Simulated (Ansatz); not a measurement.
Si2Ni:

```
Ni Si
1.0
     0.00000    2.70300    2.70300
     2.70300    0.00000    2.70300
     2.70300    2.70300    0.00000
Ni Si
1 2
Cartesian
  0.0000 0.0000 0.0000
  4.0545 4.0545 4.0545
  1.3515 1.3515 1.3515
```

```yaml
Program: Ansatz 0.2.0
Task: single point
Functional: PBEsol
Potentials_or_basis: Ansatz PAW
Cutoff: "420 eV (not typed: the program's choice for these potentials)"
k_mesh: 9 × 9 × 9
Occupations: fermi-dirac, width 0.05 eV
Spin: collinear spin, ferromagnetic start
Starting_moments: "[1.0, 0.0, 0.0] μB"
```

On this cell: pressure -0.9 GPa; largest force zero by symmetry; net moment 0.00 μB per cell; band gap on the k mesh none (metal or under the smearing width).

The same run follows on a disturbed copy (atoms moved at random, drawn with an rms of 0.05 Å):

```
Ni Si
1.0
     0.00000    2.70300    2.70300
     2.70300    0.00000    2.70300
     2.70300    2.70300    0.00000
Ni Si
1 2
Direct
  0.00493 0.00989 0.99540
  0.75332 0.75088 0.76642
  0.24470 0.25296 0.25518
```

**Question.** What does the disturbed cell give?

**Answer.** The energy (extrapolated to zero smearing) moves by +7.2 meV/atom; pressure -0.7 GPa; largest force 0.455 eV/Å; net moment 0.00 μB per cell; band gap on the k mesh none (metal or under the smearing width).

Forces in eV/Å, atoms in the order of the input:
```
Ni   0.171  0.241 -0.339
Si  -0.207 -0.401  0.060
Si   0.036  0.160  0.279
```

Stress tensor (GPa, compression positive):
```
-0.70  0.66  1.45
 0.66 -0.62  0.60
 1.45  0.60 -0.77
```

Caveats: the PAW data sets come from PBE, with cores solved anew for the run's functional, which leaves a small shift of forces and pressure; the starting moments weren't kept.
